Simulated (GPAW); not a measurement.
Wanted: an ASE script for a GPAW 26.7.0 run.

| Quantity | Value |
| --- | --- |
| Task | equation of state |
| Functional | PBE |
| Potentials or basis | GPAW PAW data sets (gpaw-data 1.2.1) |
| Cutoff | 600 eV |
| Basis | pw |
| k mesh | 9 × 8 × 6 |
| Occupations | fermi-dirac, width 0.05 eV |
| Spin | collinear spin, ferromagnetic start |
| Starting moments | [1.0, 1.0, 0.0, 0.0] μB |
| Maxiter | 150 |
| Eos scales | [0.94, 0.96, 0.98, 1.0, 1.02, 1.04, 1.06] |

The structure of SiNi lies in SiNi.xyz:

```xyz
4
Lattice="2.9427706600 0.0000000000 0.0000000000 0.0000000000 3.2803255400 0.0000000000 0.0000000000 0.0000000000 4.6774467600" Properties=species:S:1:pos:R:3 pbc="T T T"
Ni     1.4713853300      1.6401627700      1.6020048878
Ni     0.0000000000      0.0000000000      3.0754418722
Si     1.4713853300      1.6401627700      3.9437572420
Si     0.0000000000      0.0000000000      0.7336895180
```

The cell is a database's computed one.

The input as run:

run.py

```python
from ase.eos import EquationOfState
from ase.io import Trajectory, read
from ase.units import GPa
from gpaw import GPAW, PW

atoms = read('SiNi.xyz')
atoms.set_initial_magnetic_moments([1.0, 1.0, 0.0, 0.0])

traj = Trajectory('eos.traj', 'w')
volumes, energies = [], []
for x in [0.94, 0.96, 0.98, 1.0, 1.02, 1.04, 1.06]:
    a = atoms.copy()
    a.set_cell(atoms.cell * x**(1 / 3), scale_atoms=True)
    calc = GPAW(mode=PW(600),
                xc='PBE',
                kpts={'size': (9, 8, 6), 'gamma': True},
                occupations={'name': 'fermi-dirac', 'width': 0.05},
                nbands=36,
                convergence={'density': 1e-05, 'energy': 1e-05},
                maxiter=150,
                txt=f'eos-{x:.2f}.txt')
    a.calc = calc
    energies.append(a.get_potential_energy(force_consistent=True))
    volumes.append(a.get_volume())
    p = -a.get_stress()[:3].mean() / GPa
    calc.write(f'eos-{x:.2f}.gpw')
    traj.write(a)
    print(f'{x:.2f} {volumes[-1]:10.4f} A^3 {energies[-1]:14.6f} eV {p:9.3f} GPa', flush=True)

v0, e0, B = EquationOfState(volumes, energies, eos='birchmurnaghan').fit()
print(f'V0 = {v0:.4f} A^3, E0 = {e0:.6f} eV, B0 = {B / GPa:.2f} GPa')
```

Potentials or basis: GPAW PAW data sets (gpaw-data 1.2.1), pw.

Command:

```bash
$ OMP_NUM_THREADS=1 python run.py
```

Results of the run:

The equilibrium volume is 11.77 Å³/atom. The bulk modulus at fixed shape and positions is 185 GPa and the pressure derivative of the bulk modulus is 4.6.

Caveat: the stock nickel data set gives pressures a few GPa off other programs; the cell was scaled at fixed shape and fractional positions, which overstates the stiffness of a crystal with free parameters, most of all of layers and chains.

It took 11 min on 1 thread of AMD EPYC 9R45 96-Core Processor (Zen 5), on a shared host, peak memory 0.4 GiB.
